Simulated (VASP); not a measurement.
# Rb (I4/mmm) in VASP: further runs

One crystal, Rb, is run at these levels: PBE; tasks: single point.

Program: VASP 6.6.1. These are calculated values, not measurements. Logs are shortened: lines on timing, memory, paths and dates and some standing lists are left out, and cuts for length are marked.

## (1) The cell of the first run

Symmetry: I4/mmm, No. 139, tetragonal system. The conventional cell has a = 5.612 Å, b = 5.612 Å, c = 5.528 Å, α = 90.00°, β = 90.00°, γ = 90.00°.

## (2) Single point, PBE (strain -0.0150 x Voigt [1, 0, 0, 0, 0, 0], atoms carried along)

Input file INCAR:

```
SYSTEM = Rb
PREC = Accurate
ENCUT = 520
EDIFF = 1E-6
ISMEAR = 0
SIGMA = 0.15
LREAL = .False.
LASPH = .True.
NELM = 100
ALGO = Fast
ISIF = 2
LWAVE = .False.
LCHARG = .False.
GGA = PE
NBANDS = 10
```

Input file KPOINTS:

```
Automatic mesh
0
Gamma
  12 12 12
  0 0 0
```

Input file POSCAR:

```
Rb
1.0
   -2.7639100000      2.8060000000      2.8060000000
    2.7639100000     -2.8060000000      2.8060000000
    2.7639100000      2.8060000000     -2.8060000000
Rb
1
Direct
    0.0000000000      0.0000000000      0.0000000000
```

Potentials or basis: VASP PAW PBE potentials, release 64 (Rb_sv).

Command:

```sh
$ cat potpaw_PBE.64/Rb_sv/POTCAR > POTCAR
$ mpirun -np 1 vasp_std > vasp.out
```

OUTCAR:

```text
SYSTEM = Rb
   PREC = Accurate
   ENCUT = 520
   EDIFF = 1E-6
   ISMEAR = 0
   LREAL = .False.
   LASPH = .True.
   NELM = 100
   ISIF = 2
   GGA = PE

 ion  position               nearest neighbor table
   1  0.000  0.000  0.000-

  LATTYP: Found a body centered tetragonal cell.
 ALAT       =     5.6120000000
 C/A-ratio  =     0.9850000000

  Lattice vectors:

 A1 = (  -2.7639100000,   2.8060000000,  -2.8060000000)
 A2 = (  -2.7639100000,  -2.8060000000,   2.8060000000)
 A3 = (   2.7639100000,   2.8060000000,   2.8060000000)

Analysis of symmetry for initial positions (statically):
=====================================================================
 Subroutine PRICEL returns:
 Original cell was already a primitive cell.

 Routine SETGRP: Setting up the symmetry group for a
 body centered tetragonal supercell.

 Subroutine GETGRP returns: Found 16 space group operations
 (whereof 16 operations were pure point group operations)
 out of a pool of 16 trial point group operations.

The static configuration has the point symmetry D_4h.

Analysis of symmetry for dynamics (positions and initial velocities):
=====================================================================
 Subroutine PRICEL returns:
 Original cell was already a primitive cell.

 Routine SETGRP: Setting up the symmetry group for a
 body centered tetragonal supercell.

 Subroutine GETGRP returns: Found 16 space group operations
 (whereof 16 operations were pure point group operations)
 out of a pool of 16 trial point group operations.

The dynamic configuration has the point symmetry D_4h.

 Subroutine INISYM returns: Found 16 space group operations
 (whereof 16 operations are pure point group operations),
 and found     1 'primitive' translations

----------------------------------------------------------------------------------------

                                     Primitive cell

  volume of cell :      87.0481

  direct lattice vectors                    reciprocal lattice vectors
    -2.763910000  2.806000000  2.806000000     0.000000000  0.178189594  0.178189594
     2.763910000 -2.806000000  2.806000000     0.180903141  0.000000000  0.178189594
     2.763910000  2.806000000 -2.806000000     0.180903141  0.178189594  0.000000000

  length of vectors
     4.835956006  4.835956006  4.835956006     0.251998140  0.253924157  0.253924157

  position of ions in fractional coordinates (direct lattice)
     0.000000000  0.000000000  0.000000000

  ion indices of the primitive-cell ions
   primitive index   ion index
                 1           1

----------------------------------------------------------------------------------------

 KPOINTS: Automatic mesh

Automatic generation of k-mesh.
 Grid dimensions read from file:
 generate k-points for:   12   12   12

 Generating k-lattice:

  Cartesian coordinates                     Fractional coordinates (reciprocal lattice)
     0.000000000  0.014849133  0.014849133     0.083333333  0.000000000  0.000000000
     0.015075262  0.000000000  0.014849133     0.000000000  0.083333333  0.000000000
     0.015075262  0.014849133  0.000000000     0.000000000  0.000000000  0.083333333

  Length of vectors
     0.020999845  0.021160346  0.021160346

  Shift w.r.t. Gamma in fractional coordinates (k-lattice)
     0.000000000  0.000000000  0.000000000

 Subroutine IBZKPT returns following result:
 ===========================================

 Found    163 irreducible k-points:

 Following reciprocal coordinates:
            Coordinates               Weight
  0.000000  0.000000  0.000000      1.000000
  0.083333  0.000000  0.000000      4.000000
  0.166667  0.000000  0.000000      4.000000
  0.250000  0.000000  0.000000      4.000000
  0.333333  0.000000  0.000000      4.000000
  0.416667  0.000000  0.000000      4.000000
[... 16 lines left out ...]
  0.166667  0.250000  0.000000     16.000000
  0.250000  0.250000  0.000000     16.000000
 [... further k-points ...]
   k-points           NKPTS =    163   k-points in BZ     NKDIM =    163   number of bands    NBANDS=     10
   number of dos      NEDOS =    301   number of ions     NIONS =      1
   total plane-waves  NPLWV =  46656
   dimension x,y,z NGX =    36 NGY =   36 NGZ =   36
   dimension x,y,z NGXF=    72 NGYF=   72 NGZF=   72
   ions per type =               1
   NGX,Y,Z   is equivalent  to a cutoff of  12.38, 12.38, 12.38 a.u.
   NGXF,Y,Z  is equivalent  to a cutoff of  24.75, 24.75, 24.75 a.u.
 SYSTEM =  Rb
   PREC   = accura    normal or accurate (medium, high low for compatibility)
   ISTART =      0    job   : 0-new  1-cont  2-samecut
   ICHARG =      2    charge: 1-file 2-atom 10-const
   ISPIN  =      1    spin polarized calculation?
   LNONCOLLINEAR =      F non collinear calculations
   LSORBIT =      F    spin-orbit coupling
   LASPH  =      T    aspherical Exc in radial PAW
   ENCUT  =  520.0 eV  38.22 Ry    6.18 a.u.   8.99  8.99  8.99*2*pi/ulx,y,z
   NELM   =    100;   NELMIN=  2; NELMDL= -5     # of ELM steps
   EDIFF  = 0.1E-05   stopping-criterion for ELM
   LREAL  =      F    real-space projection
   EDIFFG = 0.1E-04   stopping-criterion for IOM
   NSW    =      0    number of steps for IOM
   IBRION =     -1    ionic relax: 0-MD 1-quasi-New 2-CG
   NFREE  =      0    steps in history (QN), initial steepest desc. (CG)
   ISIF   =      2    stress and relaxation
   ISYM   =      2    0-nonsym 1-usesym 2-fastsym
   POTIM  = 0.5000    time-step for ionic-motion
   TEBEG  =    0.0;   TEEND  =   0.0 temperature during run
   PSTRESS=    0.0 pullay stress
   NELECT =       9.0000    total number of electrons
   NUPDOWN=      -1.0000    fix difference up-down
   EMIN   =  10.00;   EMAX   =-10.00  energy-range for DOS
   EFERMI =   0.00;   METHOD = LEGACY
   ISMEAR =     0;   SIGMA  =   0.15  broadening in eV -4-tet -1-fermi 0-gaus
   EFERMI_NEDOS =   21; number of points for ismear=-14 and -15
   IALGO  =     68    algorithm
   IMIX   =      4    mixing-type and parameters
     AMIX     =   0.40;   BMIX     =  1.00
     AMIX_MAG =   1.60;   BMIX_MAG =  1.00
  volume/ion in A,a.u.               =      87.05       587.43
  Fermi-wavevector in a.u.,A,eV,Ry     =   0.768368  1.452005  8.032735  0.590389
  Thomas-Fermi vector in A             =   1.869126
   LORBIT       =      0    0 simple, 1 ext, 2 COOP (PROOUT), +10 PAW based schemes
   GGA     = PE    functional components
   LHFCALC =     F    Hartree Fock is set to
   AEXX    =    0.0000 exact exchange contribution
   IVDW    =     0    specifies the selected vdW correction
   LEPSILON=     F    determine dielectric tensor
   LRPA    =     F    only Hartree local field effects (RPA)
 non-spin polarized calculation
 RMM-DIIS sequential band-by-band and
 Gauss-broadening in eV      SIGMA  =   0.15
  energy-cutoff  :      520.00
  volume of cell :       87.05
 maximum number of plane-waves:      2374
   NGX = 17   NGY = 17   NGZ = 17

 number of electron       9.0000000 magnetization

 Free energy of the ion-electron system (eV)
  ---------------------------------------------------
  ext. energy  EPLUGINS =         0.00000000
  ---------------------------------------------------
  free energy    TOTEN  =        -0.93893406 eV

  energy without entropy =       -0.92774280  energy(sigma->0) =       -0.93333843

 E-fermi :   0.1098     XC(G=0):  -5.5744

 val. band max:        0.0887299544   @ k =   0.2500   0.2500   0.0000
 cond. band min:       0.1142544652   @ k =   0.2500   0.5000   0.0000
 fundamental gap:      0.0255245108
 Fermi energy:         0.1097646924

 k-point     1 :       0.0000    0.0000    0.0000
  band No.  band energies     occupation
      1     -28.7667      2.00000
      2     -12.8042      2.00000
      3     -12.8042      2.00000
      4     -12.8042      2.00000
      5      -1.9177      2.00000
      6       3.7819      0.00000
      7       3.8612      0.00000
      8       3.8612      0.00000
      9       4.7424      0.00000
     10       4.8531      0.00000

 k-point     2 :       0.0833    0.0000    0.0000
  band No.  band energies     occupation
      1     -28.7664      2.00000
      2     -12.8119      2.00000
      3     -12.8067      2.00000
      4     -12.8041      2.00000
      5      -1.8330      2.00000
      6       3.6591      0.00000
      7       3.7454      0.00000
      8       3.9413      0.00000
      9       4.5614      0.00000
     10       4.8155      0.00000

 k-point     3 :       0.1667    0.0000    0.0000
  band No.  band energies     occupation
      1     -28.7654      2.00000
      2     -12.8327      2.00000
      3     -12.8133      2.00000
      4     -12.8040      2.00000
      5      -1.5847      2.00000
      6       3.2000      0.00000
      7       3.4814      0.00000
      8       4.1793      0.00000
      9       4.4747      0.00000
     10       4.7543      0.00000

 k-point     4 :       0.2500    0.0000    0.0000
  band No.  band energies     occupation
      1     -28.7641      2.00000
      2     -12.8609      2.00000
      3     -12.8223      2.00000
      4     -12.8038      2.00000
      5      -1.1897      2.00000
      6       2.5748      0.00000
      7       3.1962      0.00000
      8       4.5625      0.00000
      9       4.5675      0.00000
     10       4.7496      0.00000
[... 222 lines left out ...]
 k-point    22 :       0.0833    0.2500    0.0000
  band No.  band energies     occupation
      1     -28.7633      2.00000
      2     -12.8760      2.00000
      3     -12.8282      2.00000
      4     -12.8072      2.00000
      5      -0.8777      2.00000
      6       2.2982      0.00000
      7       2.8996      0.00000
      8       4.4778      0.00000
      9       4.7519      0.00000
     10       5.0408      0.00000

 k-point    23 :       0.1667    0.2500    0.0000
  band No.  band energies     occupation
      1     -28.7623      2.00000
      2     -12.8888      2.00000
      3     -12.8371      2.00000
      4     -12.8123      2.00000
      5      -0.4461      2.00000
      6       2.0063      0.00000
      7       2.5444      0.00000
      8       4.4594      0.00000
      9       4.7537      0.00000
     10       5.3334      0.00000

 k-point    24 :       0.2500    0.2500    0.0000
  band No.  band energies     occupation
      1     -28.7615      2.00000
      2     -12.8950      2.00000
      3     -12.8508      2.00000
      4     -12.8154      2.00000
      5       0.0887      1.15720
      6       1.7157      0.00000
      7       2.1537      0.00000
      8       4.4291      0.00000
      9       4.6415      0.00000
     10       5.4574      0.00000

 [... further k-points ...]

------------------------ aborting loop because EDIFF is reached ----------------------------------------

  FORCE on cell =-STRESS in cart. coord.  units (eV):
  Direction    XX          YY          ZZ          XY          YZ          ZX
  --------------------------------------------------------------------------------------
  -------------------------------------------------------------------------------------
  Total        0.0777780      0.0751954      0.0751954     -0.0000000      0.0000000      0.0000000
  in kB        1.4315553      1.3840217      1.3840217     -0.0000000      0.0000000      0.0000000
  external PRESSURE =       1.3998662 kB  Pullay stress =       0.0000000 kB

 VOLUME and BASIS-vectors are now :
 -----------------------------------------------------------------------------
  energy-cutoff  :      520.00
  volume of cell :       87.05
      direct lattice vectors                 reciprocal lattice vectors
    -2.763910000  2.806000000  2.806000000     0.000000000  0.178189594  0.178189594
     2.763910000 -2.806000000  2.806000000     0.180903141  0.000000000  0.178189594
     2.763910000  2.806000000 -2.806000000     0.180903141  0.178189594  0.000000000

 POSITION                                       TOTAL-FORCE (eV/Angst)
 -----------------------------------------------------------------------------------
      0.00000      0.00000      0.00000         0.000000     -0.000000      0.000000
 -----------------------------------------------------------------------------------
    total drift:                               -0.000000      0.000000      0.000000

  FREE ENERGIE OF THE ION-ELECTRON SYSTEM (eV)
  ---------------------------------------------------
  free  energy   TOTEN  =        -0.9389340591 eV

  energy  without entropy=       -0.9277427951  energy(sigma->0) =       -0.93333843
```

Run time: 70 s. Hardware: 1 thread of Intel Xeon Platinum 8259CL at 2.50GHz (Skylake/Cascade Lake), shared host; peak memory 0.29 GiB.

Results:

* Free energy: -0.9389 eV
* Pressure: 0.1 GPa
* Band gap on the k mesh: none (metal or under the smearing width)

Levels at points of the mesh, in eV from the Fermi level:
| k point | band 3 | band 4 | band 5 | band 6 | band 7 | band 8 |
| --- | --- | --- | --- | --- | --- | --- |
| (0.00, 0.00, 0.00) | -12.91 | -12.91 | -2.03 | 3.67 | 3.75 | 3.75 |
| (0.50, 0.00, 0.00) | -12.95 | -12.91 | 0.22 | 0.79 | 2.65 | 4.31 |
| (0.00, 0.50, 0.00) | -12.95 | -12.91 | 0.24 | 0.83 | 2.57 | 4.37 |
| (0.50, 0.50, 0.50) | -12.99 | -12.99 | 1.21 | 1.25 | 3.32 | 3.32 |

## (3) Single point, PBE (strain -0.0200 x Voigt [1, 0, 0, 0, 0, 0], atoms carried along)

Input file INCAR:

```
SYSTEM = Rb
PREC     = Accurate       ! precision mode
ENCUT    = 520            ! plane-wave cutoff, eV
EDIFF    = 1E-6           ! SCF threshold, eV
ISMEAR   = 0              ! smearing method
SIGMA    = 0.15           ! smearing width, eV
LREAL    = .False.        ! projectors in reciprocal space
LASPH    = .True.         ! aspherical terms in the spheres
NELM     = 100            ! most SCF steps
ALGO     = Fast           ! electronic algorithm
ISIF     = 2              ! what is computed and relaxed
LWAVE    = .False.        ! write WAVECAR
LCHARG   = .False.        ! write CHGCAR
GGA      = PE             ! functional
NBANDS   = 10             ! bands
```

KPOINTS is that of step 2.

Input file POSCAR:

```
Rb
1.0
   -2.7498800000      2.8060000000      2.8060000000
    2.7498800000     -2.8060000000      2.8060000000
    2.7498800000      2.8060000000     -2.8060000000
Rb
1
Direct
    0.0000000000      0.0000000000      0.0000000000
```

Potentials or basis: VASP PAW PBE potentials, release 64 (Rb_sv).

Command:

```sh
$ cat potpaw_PBE.64/Rb_sv/POTCAR > POTCAR
$ mpirun -np 1 vasp_std > vasp.out
```

Run time: 70 s. Hardware: 1 thread of Intel Xeon Platinum 8259CL at 2.50GHz (Skylake/Cascade Lake), shared host; peak memory 0.29 GiB.

Results (log left out):

* Free energy: -0.9385 eV
* Pressure: 0.2 GPa
* Band gap on the k mesh: none (metal or under the smearing width)

Levels at points of the mesh, in eV from the Fermi level:
| k point | band 2 | band 3 | band 4 | band 5 | band 6 | band 7 | band 8 | band 9 |
| --- | --- | --- | --- | --- | --- | --- | --- | --- |
| (0.00, 0.00, 0.00) | -12.91 | -12.91 | -12.91 | -2.03 | 3.66 | 3.77 | 3.77 | 4.62 |
| (0.50, 0.00, 0.00) | -13.02 | -12.95 | -12.91 | 0.21 | 0.79 | 2.67 | 4.31 | 5.29 |
| (0.00, 0.50, 0.00) | -13.02 | -12.95 | -12.91 | 0.24 | 0.84 | 2.56 | 4.39 | 5.27 |
| (0.50, 0.50, 0.50) | -12.99 | -12.99 | -12.99 | 1.20 | 1.25 | 3.32 | 3.32 | 3.52 |
